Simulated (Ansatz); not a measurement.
# Hg: one input, then a changed one

The cell comes from COD entry 1538509, which wasn't checked; take it as a given geometry. The listed cell was then made from it by scaling, straining or moving an atom.

First run: DFT, PBE, PAW with Ansatz's default frozen-core files, scalar-relativistic (Ansatz 0.2.0).

Command: `ansatz run input.yaml --threads 1 --pin off --max-ram 3072MiB --backend cpu --events-out ev --progress --plain --runs-dir out` The run took 84 s on 1 thread of Arm Neoverse V1, on a shared host.

```yaml
crystal:
  lattice:
    - [4.6579744788, 0.0, 0.0]
    - [-2.3289872394, 4.0339242288, 0.0]
    - [0.0, 0.0, 3.9705641482]
  atoms:
    - { symbol: Hg, position: [0.3333333333, 0.6666666667, 0.5] }
    - { symbol: Hg, position: [0.0, 0.0, 0.0] }
    - { symbol: Hg, position: [0.6666666667, 0.3333333333, 0.5] }
kpoints:
  mp_grid: { grid: [8, 8, 9] }
scf:
  occupations: { method: fermi_dirac, width: 0.05 }
hamiltonian:
  xc: pbe
  pseudopotentials: { kind: paw }
output:
  forces: true
  stress: true
  efg: { contact_densities: true }
relax:
  f_tol: 0.005
  max_steps: 80
  cell: {}
```

Result: converged; relaxed volume 29.507 Å³/atom; 88 SCF iterations in all.

No spin–orbit coupling, which matters for the heavy atoms here.

A second input differs as follows:

```diff
@@ -12,4 +12,6 @@
 scf:
   occupations: { method: fermi_dirac, width: 0.05 }
+  mixing: { algorithm: anderson, beta: 1.5, ndim: 1, preconditioner: none }
+  max_iter: 60
 hamiltonian:
   xc: pbe
```

Question: What is wrong with it, and what does the program do?

Answer: The fault is mixing far too strong. The run refused before any iteration. The log ends:
```
Error: invalid value for `scf.mixing.beta`: must be finite and in (0, 1]; got 1.5
```
